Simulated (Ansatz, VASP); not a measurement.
# One calculation of CdTe, two programs

```
Cd Te
1.0
     0.00000    3.21568    3.21568
     3.21568    0.00000    3.21568
     3.21568    3.21568    0.00000
Cd Te
1 1
Direct
  0.00000 0.00000 0.00000
  0.75000 0.75000 0.75000
```

Change from the starting cell: volume scaled by 0.9405, crystal datasets.

Alike in both runs: task electric field gradients; functional PBEsol; k mesh 7 × 7 × 7; occupations fermi-dirac, width 0.01 eV; no spin polarisation.

```csv
,VASP,Ansatz
version,VASP 6.6.1,Ansatz 0.2.0
potentials or method,"VASP PAW PBE potentials, release 64 (Cd, Te), cutoff 520 eV","all-electron PAW with datasets made for the crystal, scalar-relativistic"
```

|  | VASP | Ansatz | Ansatz less VASP |
| --- | --- | --- | --- |
| gap on the k mesh at the Fermi level (eV) | 0.73 | 0.73 | -0.003 |
| pressure (GPa) | 1.4 | 1.2 | -0.17 |
| Vzz of the field gradient on the site that differs most (V/Å²) | 0.0 | 0.0 | 0.00 |

Ansatz ran all-electron here, so the differences hold the error of VASP's frozen core and of both bases. Ansatz warned: «gradients_without_spin_orbit».

Caveats: the PAW data sets were made with another functional, which shifts forces and pressure a little (VASP); spin-orbit coupling is left out, which moves the levels of the heavy elements.
